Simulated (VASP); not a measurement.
Set up this calculation in VASP 6.6.1, as the native input.

```yaml
Task: single point
Functional: PBEsol
Potentials_or_basis: VASP PAW PBE potentials, release 64 (Ba_sv)
Cutoff: 520 eV
k_mesh: 12 × 12 × 12
Occupations: gaussian, width 0.1 eV
Spin: no spin polarisation
Dipole_correction: no
Further_INCAR_settings: ALGO = Fast; EDIFF = 1e-06; NBANDS = 11
```

The structure of Ba lies in POSCAR:

```
Ba
1.0
    0.0000000000      3.0814483581      3.0814483581
    3.0814483581      0.0000000000      3.0814483581
    3.0814483581      3.0814483581      0.0000000000
Ba
1
Direct
    0.0000000000      0.0000000000      0.0000000000
```

This isn't the form of Ba at room conditions, which is bcc.

The input as run:

INCAR

```
PREC = Accurate
ENCUT = 520
EDIFF = 1E-6
ISMEAR = 0
SIGMA = 0.1
LREAL = F
LASPH = T
NELM = 100
ALGO = Fast
ISIF = 2
LWAVE = F
LCHARG = T
GGA = PS
LELF = T
LVHAR = T
NBANDS = 11
```

KPOINTS

```
regular mesh
0
Gamma
  12 12 12
```

Potentials or basis: VASP PAW PBE potentials, release 64 (Ba_sv).

Command:

```sh
$ cat potpaw_PBE.64/Ba_sv/POTCAR > POTCAR
$ mpirun -np 1 vasp_std > vasp.out
```

Results of the run:

The pressure is 0.1 GPa and the band gap on the k mesh is none (metal or under the smearing width).

Caveat: the PAW data sets were made with another functional, which shifts forces and pressure a little.

It took 18 s on 1 thread of Intel(R) Xeon(R) 6975P-C (Granite Rapids), with other jobs on the host, peak memory 0.2 GiB.
